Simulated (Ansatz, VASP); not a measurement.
Ag in VASP and in Ansatz

INCAR

```
SYSTEM = Ag
ALGO = Normal ; EDIFF = 1E-7
ENCUT = 520 ; GGA = PS
ISIF = 2 ; ISMEAR = -1
LASPH = .TRUE. ; LCHARG = .TRUE.
LELF = .TRUE. ; LREAL = .FALSE.
LVHAR = .TRUE. ; LWAVE = .FALSE.
NBANDS = 18 ; NELM = 80
PREC = Accurate ; SIGMA = 0.1
```

Contents of KPOINTS:

```
k-points
0
G
  14 14 8
  0 0 0
```

POSCAR

```
Ag
1.0
    2.9145904470      0.0000000000      0.0000000000
   -1.4572952235      2.5241093688      0.0000000000
    0.0000000000      0.0000000000      4.7264248930
Ag
2
Direct
    0.3333333333      0.6666666667      0.2500000000
    0.6666666667      0.3333333333      0.7500000000
```

Input for Ansatz:

```yaml
crystal:
  lattice:
    - [2.914590447, 0.0, 0.0]
    - [-1.4572952235, 2.5241093688, 0.0]
    - [0.0, 0.0, 4.726424893]
  atoms:
    - { symbol: Ag, position: [0.3333333333, 0.6666666667, 0.25] }
    - { symbol: Ag, position: [0.6666666667, 0.3333333333, 0.75] }
hamiltonian:
  xc: pbesol
  pseudopotentials:
    kind: paw
    azcp:
      Ag: "pseudopotentials/Ag.paw.azcp"
basis:
  ecutwfc: 420
  fft_grid_basis: typed
kpoints:
  mp_grid: { grid: [14, 14, 8], shift: [0, 0, 0] }
magnetization:
  spin_polarized: false
scf:
  occupations: { method: fermi_dirac, width: 0.1 }
  lower_state_search: "off"
output:
  stress: true
```

Alike in both runs: task single point; functional PBEsol; k mesh 14 × 14 × 8; occupations fermi-dirac, width 0.1 eV; no spin polarisation.

|  | VASP | Ansatz |
| --- | --- | --- |
| version | VASP 6.6.1 | Ansatz 0.2.0 |
| potentials or method | VASP PAW PBE potentials, release 64 (Ag) | plane waves (420 eV) with PAW, scalar-relativistic |
| plane-wave cutoff (eV) | 520 | 420 |
| valence electrons in the cell | 22 | 38 |

```tsv
	VASP	Ansatz	Ansatz less VASP
pressure (GPa)	-4.3	-4.2	+0.17
largest component of the traceless stress (GPa)	0.42	0.43	+0.013
```

The two sets of potentials don't hold the same shells in valence. Ansatz warned: «pseudo_functional_mismatch».

Caveats: the PAW data sets were made with another functional, which shifts forces and pressure a little (VASP).
